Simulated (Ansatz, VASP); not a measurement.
# Sb: VASP beside Ansatz

File INCAR:

```
  PREC = Accurate
  ENCUT = 520
  EDIFF = 1E-6
  ISMEAR = 0
  SIGMA = 0.04
  LREAL = False
  LASPH = True
  NELM = 100
  ALGO = Fast
  ISIF = 2
  LWAVE = False
  LCHARG = False
  LDIPOL = True
  IDIPOL = 3
  DIPOL = 0.5 0.5 0.590
  GGA = PE
  IVDW = 12
  NBANDS = 12
```

The input KPOINTS:

```
regular mesh
0
Gamma
  12 12 1
```

POSCAR

```
Sb
1.0
    4.0448463384      0.0000000000      0.0000000000
   -2.0224231692      3.5029396835      0.0000000000
    0.0000000000      0.0000000000     20.5300000000
Sb
2
Direct
    0.6666666667      0.3333333333      0.5494371330
    0.3333333333      0.6666666667      0.6306047568
```

Input for Ansatz:

```yaml
crystal:
  lattice:
    - [4.0448463384, 0.0, 0.0]
    - [-2.0224231692, 3.5029396835, 0.0]
    - [0.0, 0.0, 20.53]
  atoms:
    - { symbol: Sb, position: [0.6666666667, 0.3333333333, 0.549437133] }
    - { symbol: Sb, position: [0.3333333333, 0.6666666667, 0.6306047568] }
basis:
  ecutwfc: 420
kpoints:
  mp_grid: { grid: [12, 12, 1] }
hamiltonian:
  xc: pbe
  dispersion: d3bj
  pseudopotentials: { kind: paw, azcp: { folder: soft_1 } }
scf:
  occupations: { method: gaussian, width: 0.04 }
  n_extra_bands: 6
  max_iter: 160
output:
  forces: true
  eigenvalues: true
  write_density: true
  write_potential: true
  elf: true
  volumetric_format: npy
efield:
  axis: 3
  dipole_correction: true
```

Alike in both runs: task single point; functional PBE; dispersion D3(BJ); k mesh 12 × 12 × 1; occupations gaussian, width 0.04 eV; no spin polarisation.

```csv
,VASP,Ansatz
version,VASP 6.6.1,Ansatz 0.2.0
potentials or method,"VASP PAW PBE potentials, release 64 (Sb)","scalar-relativistic, plane waves, PAW"
plane-wave cutoff (eV),520,420
valence electrons in the cell,10,30
```

|  | VASP | Ansatz | Ansatz less VASP |
| --- | --- | --- | --- |
| gap on the k mesh at the Fermi level (eV) | 1.10 | 1.09 | -0.008 |
| least direct gap on the mesh (eV) | 1.66 | 1.69 | +0.027 |
| rms of the force components (eV/Å) | 0.010 | 0.039 | +0.0286 |

Atom by atom the forces differ by 0.049 eV/Å (rms over components). The two sets of potentials don't hold the same shells in valence.

Caveats: spin-orbit coupling is left out, which moves the levels of the heavy elements. A hybrid or GW would open this gap; PBE tends to underestimate it.
